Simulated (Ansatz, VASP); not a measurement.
**Ru: VASP beside Ansatz**

Contents of INCAR:

```
  PREC = Accurate
  ENCUT = 520
  EDIFF = 1E-6
  ISMEAR = -1
  SIGMA = 0.1
  LREAL = F
  LASPH = T
  NELM = 100
  ALGO = Normal
  ISIF = 2
  LWAVE = F
  LCHARG = F
  GGA = RE
  NBANDS = 28
```

File KPOINTS:

```
Automatic mesh
0
Gamma
  10 10 13
```

Contents of POSCAR:

```
Ru
1.0
    4.2263204401      0.0000000000      0.0000000000
   -2.1131602200      3.6601008657      0.0000000000
    0.0000000000      0.0000000000      2.6571392870
Ru
3
Direct
    0.0000000000      0.0000000000      0.0000000000
    0.3333333333      0.6666666667      0.5000000000
    0.6666666667      0.3333333333      0.5000000000
```

Input for Ansatz:

```yaml
crystal:
  lattice:
    - [4.2263204401, 0.0, 0.0]
    - [-2.11316022, 3.6601008657, 0.0]
    - [0.0, 0.0, 2.657139287]
  atoms:
    - { symbol: Ru, position: [0.0, 0.0, 0.0] }
    - { symbol: Ru, position: [0.3333333333, 0.6666666667, 0.5] }
    - { symbol: Ru, position: [0.6666666667, 0.3333333333, 0.5] }
hamiltonian:
  xc: revpbe
  pseudopotentials:
    kind: paw
    azcp:
      Ru: "pseudopotentials/Ru.paw.azcp"
basis:
  ecutwfc: 420
  fft_grid_basis: typed
kpoints:
  mp_grid: { grid: [10, 10, 13], shift: [0, 0, 0] }
magnetization:
  spin_polarized: false
scf:
  occupations: { method: fermi_dirac, width: 0.1 }
  lower_state_search: "off"
output:
  stress: true
  write_density: true
  write_potential: true
  elf: true
  volumetric_format: npy
```

Alike in both runs: task single point; functional revPBE; k mesh 10 × 10 × 13; occupations fermi-dirac, width 0.1 eV; no spin polarisation.

|  | VASP | Ansatz |
| --- | --- | --- |
| version | VASP 6.6.1 | Ansatz 0.2.0 |
| potentials or method | VASP PAW PBE potentials, release 64 (Ru_pv) | plane waves (420 eV) with PAW, scalar-relativistic |
| plane-wave cutoff (eV) | 520 | 420 |
| valence electrons in the cell | 42 | 48 |

|  | VASP | Ansatz | Ansatz less VASP |
| --- | --- | --- | --- |
| pressure (GPa) | 12.7 | 12.6 | -0.06 |
| largest component of the traceless stress (GPa) | 0.79 | 0.67 | -0.125 |

The two sets of potentials don't hold the same shells in valence.

Caveats: the PAW data sets were made with another functional, which shifts forces and pressure a little (VASP).
